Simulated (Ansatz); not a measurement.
**How RbCl absorbs and reflects light**

What colour and refractive index does RbCl have at this level of theory? The cell comes from an older database entry, whose edges can differ from later determinations, mostly by under a per cent.

Calculated with Ansatz 0.2.0; DFT, PBE, plane-wave PAW, default files, scalar-relativistic, independent-particle optical response without local fields.

Most raw output is cut from this account.

The database entry behind the starting cell differs from later determinations by our own check (about 0.5 % short), so it need not match the best structure at ambient conditions.

## Step 1: Starting point

It takes space group Fm-3m (No. 225, cubic). The conventional cell has a = 6.548 Å, b = 6.548 Å, c = 6.548 Å, α = 90.00°, β = 90.00°, γ = 90.00°. Nearest to Rb lie 6 Cl at 3.27 Å. Nearest to Cl lie 6 Rb at 3.27 Å. Farther neighbours and most contacts between anions are not listed.

## Step 2: Ground state and bands

The self-consistent density comes first; it also tells whether there is a gap, which decides the occupations and the need for a Drude term.

This step: DFT, PBE, plane-wave PAW, default files, scalar-relativistic, ground state (Ansatz 0.2.0).

input.yaml reads:

```yaml
crystal:
  lattice:
    - [0.0, 3.274, 3.274]
    - [3.274, 0.0, 3.274]
    - [3.274, 3.274, 0.0]
  atoms:
    - { symbol: Rb, position: [0.0, 0.0, 0.0] }
    - { symbol: Cl, position: [0.5, 0.5, 0.5] }
kpoints:
  mp_grid: { grid: [6, 6, 6] }
  band_path:
    path:
      - [[0.0, 0.0, 0.0], [0.5, 0.0, 0.5], [0.5, 0.25, 0.75], [0.375, 0.375, 0.75], [0.0, 0.0, 0.0], [0.5, 0.5, 0.5], [0.625, 0.25, 0.625], [0.5, 0.25, 0.75], [0.5, 0.5, 0.5], [0.375, 0.375, 0.75]]
      - [[0.625, 0.25, 0.625], [0.5, 0.0, 0.5]]
    npoints: 6
scf:
  occupations: { method: fermi_dirac, width: 0.05 }
  n_extra_bands: 6
hamiltonian:
  xc: pbe
  pseudopotentials: { kind: paw }
output:
  forces: true
  stress: true
  populations: true
  write_bands: true
  write_density: true
  write_potential: true
  elf: true
  volumetric_format: npy
```

Started as:

```bash
$ ansatz run input.yaml --threads 4 --pin off --max-ram 8192MiB --backend cpu --events-out ev --progress --plain --runs-dir out
```

The job ended after 1.9 s (4 threads of AMD EPYC 9B14 (Zen 4), shared host; peak memory 0.39 GiB; 2.8 s of CPU time).

Numbers from this step:

```
free energy                  : -4350.7484 eV
Fermi energy                 : 3.705 eV
gap by band count            : 5.050 eV
electrons                    : 16
symmetry operations          : 48
pressure                     : 1.150 GPa
gap on the k-mesh            : 5.050 eV
volume                       : 70.19 Å³
gap on the path              : 5.050 eV
least direct gap on the path : 5.050 eV
```

There is a gap, 5.05 eV on the path, so no carriers' term is needed. The cell is left with a pressure of 1.2 GPa, as it stands unrelaxed at this level.

Electronic bands along the path, in eV, zero at the Fermi level; v1 is the highest filled band, c1 the lowest empty one:

| point | v4 | v3 | v2 | v1 | c1 | c2 | c3 | c4 |
| --- | --- | --- | --- | --- | --- | --- | --- | --- |
| Γ | -10.53 | -2.60 | -2.60 | -2.60 | 2.45 | 5.39 | 5.39 | 5.39 |
| halfway | -10.55 | -3.14 | -2.67 | -2.67 | 3.82 | 4.28 | 6.85 | 6.93 |
| X | -10.64 | -2.92 | -2.70 | -2.70 | 3.59 | 5.53 | 7.20 | 7.47 |
| halfway | -10.58 | -2.90 | -2.88 | -2.75 | 4.00 | 6.00 | 6.44 | 7.51 |
| W | -10.52 | -3.06 | -2.84 | -2.84 | 5.09 | 5.09 | 6.80 | 6.83 |
| halfway | -10.54 | -3.04 | -2.87 | -2.82 | 4.55 | 5.76 | 6.58 | 7.12 |
| K | -10.59 | -3.01 | -2.88 | -2.83 | 4.35 | 6.16 | 6.54 | 7.21 |
| halfway | -10.51 | -3.21 | -2.88 | -2.71 | 4.12 | 5.02 | 6.23 | 6.95 |
| Γ | -10.53 | -2.60 | -2.60 | -2.60 | 2.45 | 5.39 | 5.39 | 5.39 |
| halfway | -10.52 | -3.09 | -2.78 | -2.78 | 3.73 | 5.18 | 6.16 | 6.16 |
| L | -10.50 | -3.48 | -2.95 | -2.95 | 5.19 | 5.43 | 7.61 | 7.61 |
| halfway | -10.54 | -3.31 | -2.91 | -2.91 | 5.05 | 5.46 | 7.25 | 7.72 |
| U | -10.59 | -3.01 | -2.88 | -2.83 | 4.35 | 6.16 | 6.54 | 7.21 |
| halfway | -10.54 | -3.04 | -2.87 | -2.82 | 4.55 | 5.76 | 6.58 | 7.12 |
| W | -10.52 | -3.06 | -2.84 | -2.84 | 5.09 | 5.09 | 6.80 | 6.83 |
| halfway | -10.52 | -3.26 | -2.90 | -2.89 | 5.16 | 5.29 | 7.20 | 7.36 |
| L | -10.50 | -3.48 | -2.95 | -2.95 | 5.19 | 5.43 | 7.61 | 7.61 |
| halfway | -10.54 | -3.31 | -2.91 | -2.91 | 5.05 | 5.46 | 7.25 | 7.72 |
| K | -10.59 | -3.01 | -2.88 | -2.83 | 4.35 | 6.16 | 6.54 | 7.21 |
| jump to U | -10.59 | -3.01 | -2.88 | -2.83 | 4.35 | 6.16 | 6.54 | 7.21 |
| halfway | -10.63 | -2.91 | -2.80 | -2.74 | 3.80 | 5.80 | 6.82 | 7.66 |
| X | -10.64 | -2.92 | -2.70 | -2.70 | 3.59 | 5.53 | 7.20 | 7.47 |

Valence density in the ac plane of the conventional cell at fractional y = 0.000, with atoms of Rb and Cl within 0.2 Å of it. It is the smooth field of the valence electrons, not physical close to the nuclei.

Ten even steps from '_' (0.0 e/Å³) to '@' (2.0 e/Å³), each cell a mean:
```
%%@@++..____::##**++%%==..____::%%@@
%%**::______..==####++::______..==%%
--::__________..::::::__________..::
____________________________________
____________________________________
....____________....______________..
==--..________::++++--..________::==
####--..____::**@@@@%%--______::++%%
::##==..____--%%%%**@@++..____::##++
++%%==..____::%%@@%%@@++..____::##**
##++::______..==%%%%**::______..==##
::::__________..::--::__________..::
____________________________________
____________________________________
..______________......____________..
++--..________::====--..________::++
@@%%--______::++%%####--..____::**@@
**@@++..____::##++::##==..____--%%%%
```

ELF in the ac plane of the conventional cell at fractional y = 0.000, with atoms of Rb and Cl within 0.2 Å of it. It is the smooth field of the valence electrons, not physical close to the nuclei.

Ten even steps from '_' (0.01) to '@' (0.86), each cell a mean:
```
==%%@@++__==@@@@##**@@@@##..::%%@@++
@@@@%%--__==%%@@@@@@@@@@**....##@@@@
%%%%++..__::**%%@@@@@@%%==____--##%%
::..________::====++==--..______..::
......__________________________....
####++--____..--++++==::____..==**##
@@@@%%++..__++%%@@@@@@##::__--%%@@@@
%%@@@@##....%%@@%%##@@@@==__==@@@@@@
==%%@@##..::%%@@==..##@@++__++@@@@**
**@@@@##..::%%@@++==%%@@++__==@@@@##
@@@@@@**....##@@@@@@@@%%--__==%%@@@@
@@@@%%==____--##%%%%%%++..__::**%%@@
++==--..______..::::..________::====
______________..........____________
++==::____..==**######++--____..--++
@@@@##::__--%%@@@@@@@@%%++..__++%%@@
##@@@@==__==@@@@@@%%@@@@##....%%@@%%
..##@@++__++@@@@**==%%@@##..::%%@@==
```

## Step 3: Spectrum

The spectrum is a sum over vertical transitions between filled and empty bands at the fixed density, so many empty bands are needed.

This step: DFT, PBE, plane-wave PAW, default files, scalar-relativistic, independent-particle optical response without local fields (Ansatz 0.2.0).

input.yaml, the sections that differ from step 2:

```yaml
kpoints:
  mp_grid: { grid: [6, 6, 6] }
scf:
  occupations: { method: fixed }
output:
  optics:
    e_range: [0, 22]
    de: 0.05
    sigma: 0.15
    nscf_kmesh: { grid: [10, 10, 10] }
    bands: { spectra_wanted_up_to: 22 }
# crystal, hamiltonian: as in step 2
```

The job ended after 4.6 s (4 threads; peak memory 0.71 GiB; 16 s of CPU time).

Numbers from this step:

* electronic dielectric constant ε∞, mean over x, y and z (by symmetry where fewer were run): 2.604
* absorption onset, first axis (α over 10⁴ cm⁻¹, or the direct gap if that lies higher): 5.050 eV
* main peak of Im epsilon, first axis: 9.936 eV
* least direct gap on the mesh: 5.050 eV
* bands summed: 42
* spectra valid up to: 31.69 eV
* program's estimate of the k-sum error in Im epsilon: 0.25 %
* electrons in the f-sum: 13.89

The Im ε, any direction has structure finer than the step of the table below, so its rows give means over 0.5 eV, whole bins alone (the curve runs from 0 to 22 eV). Peaks (eV: height): 7.95: 3.63, 9.95: 4.25, 15.40: 3.53, 17.80: 2.98, 19.90: 2.02.

Im ε, any direction against photon energy; means over each step:

photon energy (eV), Im ε, any direction and a bar:
```
      4.5       0.00 
      5.0       0.09 #
      5.5       0.43 ###
      6.0       0.65 #####
      6.5       1.29 ##########
      7.0       1.94 ##############
      7.5       2.61 ###################
      8.0       3.30 ########################
      8.5       1.82 #############
      9.0       1.01 #######
      9.5       2.57 ###################
     10.0       4.05 ##############################
     10.5       3.35 #########################
     11.0       2.21 ################
     11.5       1.06 ########
     12.0       0.70 #####
     12.5       0.90 #######
     13.0       0.90 #######
     13.5       1.06 ########
     14.0       0.85 ######
     14.5       1.12 ########
     15.0       2.58 ###################
     15.5       3.40 #########################
     16.0       2.08 ###############
     16.5       1.24 #########
     17.0       1.14 ########
     17.5       2.23 #################
     18.0       2.64 ####################
     18.5       1.89 ##############
     19.0       1.30 ##########
     19.5       1.40 ##########
     20.0       1.69 ############
     20.5       0.78 ######
     21.0       0.61 #####
     21.5       0.82 ######
```

Re ε, any direction against photon energy:

```
photon energy (eV)  Re ε, any direction
                 0                 2.60
                 1                 2.62
                 2                 2.68
                 3                 2.78
                 4                 2.98
                 5                 3.51
                 6                 3.85
                 7                 3.95
                 8                 2.20
                 9                 2.66
                10                 1.83
                11               -0.405
                12                0.838
                13                 1.41
                14                 1.63
                15                 2.84
                16               -0.206
                17                 1.14
                18               0.0206
                19               -0.181
                20               -0.610
                21              -0.0655
                22               -0.172
```

The refractive index n and extinction k by photon energy:

```
photon energy (eV)      n       k
                 0   1.61       0
                 1   1.62       0
                 2   1.64       0
                 3   1.67       0
                 4   1.73       0
                 5   1.87  0.0137
                 6   1.97   0.161
                 7   2.04   0.475
                 8   1.79    1.01
                 9   1.65   0.257
                10   1.79    1.17
                11  0.950    1.14
                12  0.974   0.333
                13   1.24   0.351
                14   1.31   0.307
                15   1.83   0.715
                16  0.965    1.07
                17   1.17   0.468
                18   1.16    1.15
                19  0.722   0.838
                20  0.829    1.14
                21  0.502   0.563
                22  0.331   0.531
```

The loss function −Im 1/ε at q → 0, any direction has structure finer than the step of the table below, so its rows give means over 1 eV, whole bins alone (the curve runs from 0 to 22 eV). Peaks (eV: height): 11.6: 0.997, 16.5: 0.739, 19.1: 0.838, 21.0: 1.75.

Table of loss function −Im 1/ε at q → 0, any direction by energy loss; means over each step:

| energy loss (eV) | loss function −Im 1/ε at q → 0, any direction |
| --- | --- |
| 4 | 0 |
| 5 | 0.0102 |
| 6 | 0.0437 |
| 7 | 0.0995 |
| 8 | 0.223 |
| 9 | 0.175 |
| 10 | 0.200 |
| 11 | 0.518 |
| 12 | 0.625 |
| 13 | 0.326 |
| 14 | 0.238 |
| 15 | 0.186 |
| 16 | 0.504 |
| 17 | 0.476 |
| 18 | 0.389 |
| 19 | 0.701 |
| 20 | 0.606 |
| 21 | 1.34 |

Values under 1 per cm are given as 1. Absorption coefficient, any direction against photon energy:

photon energy (eV), log10 absorption coefficient, any direction (1/cm) and a bar:
```
     0.00        0.0 
     1.00        0.0 
     2.00        0.0 
     3.00        0.0 
     4.00        0.0 
     5.00        3.8 ##################
     6.00        5.0 ########################
     7.00        5.5 ##########################
     8.00        5.9 ############################
     9.00        5.4 #########################
    10.00        6.1 #############################
    11.00        6.1 #############################
    12.00        5.6 ##########################
    13.00        5.7 ###########################
    14.00        5.6 ###########################
    15.00        6.0 ############################
    16.00        6.2 #############################
    17.00        5.9 ############################
    18.00        6.3 ##############################
    19.00        6.2 #############################
    20.00        6.4 ##############################
    21.00        6.1 #############################
    22.00        6.1 #############################
```

From ε follow the optical constants at some laser and lamp lines:

| wavelength (nm) | n | k | R (%) | 1/α |
| --- | --- | --- | --- | --- |
| 800 | 1.63 | 0.000 | 5.7 | over 1 mm |
| 633 | 1.64 | 0.000 | 5.8 | over 1 mm |
| 450 | 1.66 | 0.000 | 6.1 | over 1 mm |
| 405 | 1.67 | 0.000 | 6.3 | over 1 mm |
| 365 | 1.69 | 0.000 | 6.5 | over 1 mm |
| 308 | 1.73 | 0.000 | 7.1 | over 1 mm |
| 248 | 1.87 | 0.014 | 9.2 | 1.5 µm |

A film 1 µm thick would pass 89 % of daylight and look colourless in transmission (x = 0.313, y = 0.330).

The f-sum over the summed bands holds 13.9 of the cell's 16 electrons outside the frozen cores, 4 of which lie in bands more than 12 eV below the Fermi level, whose transitions come at higher energies. Up to 22 eV the strength has a mean oscillator energy of 12.3 eV, close to the main peak.

## Step 4: Static response with local fields

A static field by perturbation theory: the induced potential is included, and the Born charges come with it.

This step: DFT, PBE, plane-wave PAW, default files, scalar-relativistic, static field response by perturbation theory with local fields (Ansatz 0.2.0).

input.yaml, the sections that differ from step 3:

```yaml
dielectric: {}
# crystal, kpoints, scf, hamiltonian: as in step 3
# output: removed
```

The job ended after 1.4 s (4 threads; peak memory 0.45 GiB).

This step gave:

| Property | Result |
| --- | --- |
| electronic dielectric constant ε∞, mean over x, y and z (by symmetry where fewer were run) | 2.353 |

ε∞ with local fields:

```
2.35 0.00 0.00
0.00 2.35 0.00
0.00 0.00 2.35
```

Diagonal elements. Born, by row:

| atom | Z*xx (e) | Z*yy (e) | Z*zz (e) |
| --- | --- | --- | --- |
| Rb1 | 1.165 | 1.165 | 1.165 |
| Cl2 | -1.165 | -1.165 | -1.165 |

Mean Born charges are Rb +1.16 and Cl -1.16, against formal valences of +1 and -1. The largest lies a little above its ionic value.

## Step 5: Outcome

- gap on the path: 5.05 eV
- least direct gap on the path: 5.05 eV
- electronic dielectric constant ε∞, mean over x, y and z (by symmetry where fewer were run) (independent particles): 2.60
- absorption onset, first axis (α over 10⁴ cm⁻¹, or the direct gap if that lies higher): 5.05 eV
- main peak of Im epsilon, first axis: 9.94 eV
- electronic dielectric constant ε∞, mean over x, y and z (by symmetry where fewer were run) (static response with local fields): 2.35

In words: At this level (PBE, independent particles) RbCl has ε∞ = 2.60 (2.35 with local fields) and n = 1.62 at 1550 nm; absorption sets in near 5.1 eV, and Im ε peaks at 9.9 eV. The gap on the path is direct, 5.05 eV. Absorption passes 10⁴ cm⁻¹ from the direct gap on, 5.05 eV, in the ultraviolet, so the visible is passed. Distinct maxima of Im ε, read by a parabola through the highest points, lie at 7.97 eV (3.6), 9.94 eV (4.2), 15.41 eV (3.5) and 17.81 eV (3.0). The f-sum over the summed bands holds 13.9 of the cell's 16 electrons outside the frozen cores, 4 of which lie in bands more than 12 eV below the Fermi level, whose transitions come at higher energies. Up to 22 eV the strength has a mean oscillator energy of 12.3 eV, close to the main peak. A film 1 µm thick would pass 89 % of daylight and look colourless in transmission (x = 0.313, y = 0.330). With local fields and the functional's kernel the static response is 2.35 against 2.60 for independent particles (-10 %). In the base spectrum excitons and phonon-assisted transitions are missing, and so are local fields; PBE gaps are as a rule too small, which pulls the onset down and ε∞ up. In the base run ε includes the program's bounded estimate of what the bands above those summed add.

[Logs are printed without paths, hosts, clocks, repeated set-up lines and the standing remarks that a program may print on its own settings, such as how far it seeks lower states.]

[Hosts, paths, dates, database ids (printed as entryN), source tags and the programs' standing remarks are cut or masked in the printed files.]
